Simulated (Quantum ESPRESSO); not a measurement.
VO2 under changes of volume

One of the cells (10.308 Å³/atom); the others are scaled copies at fixed shape and fractional positions:

```
V O
1.0
     4.50720    0.00000    0.00000
     0.00000    4.50720    0.00000
     0.00000    0.00000    3.04445
V O
2 4
Cartesian
  2.2536 2.2536 1.5222
  0.0000 0.0000 0.0000
  0.9031 3.6041 1.5222
  3.6041 0.9031 1.5222
  3.1567 3.1567 0.0000
  1.3505 1.3505 0.0000
```

The cell is a database's computed one.

* Program: Quantum ESPRESSO 7.5
* Functional: PBE
* Potentials or basis: SSSP 1.3 efficiency PBE
* Cutoff: 748 eV
* Density cutoff: 5987 eV
* k mesh: 6 × 6 × 9
* Occupations: fermi-dirac, width 0.05 eV
* Spin: collinear spin, ferromagnetic start
* Starting moments: [2.0, 2.0, 0.0, 0.0, 0.0, 0.0] μB

| volume (Å³/atom) | energy over the lowest point (meV/atom) | pressure (GPa) | largest force (eV/Å) |
| --- | --- | --- | --- |
| 9.689 | 3.11 | 5.0 | 0.226 |
| 9.896 | 0.00 | -0.3 | 0.234 |
| 10.102 | 3.36 | -5.0 | 0.240 |
| 10.308 | 12.48 | -9.3 | 0.246 |
| 10.514 | ? | ? | ? |
| 10.720 | 45.59 | -16.4 | 0.257 |
| 10.926 | 68.52 | -19.4 | 0.261 |

Task: What does the run at 10.514 Å³/atom give?

Result: Energy over the lowest point 26.74 meV/atom; pressure -13.0 GPa; largest force 0.252 eV/Å.

Worked out: A Birch-Murnaghan fit of order 3 (a polynomial in V^(-2/3)) to the other rows has its minimum at 9.89 Å³/atom with B0 = V·E''(V) = 242 GPa and B' = 4.5 at fixed shape and positions, which overstates the stiffness. It gives 26.74 meV/atom at 10.514 Å³/atom, against the run's 26.74, and -dE/dV = -12.9 GPa, against -13.0.

Energies are extrapolated to zero smearing.
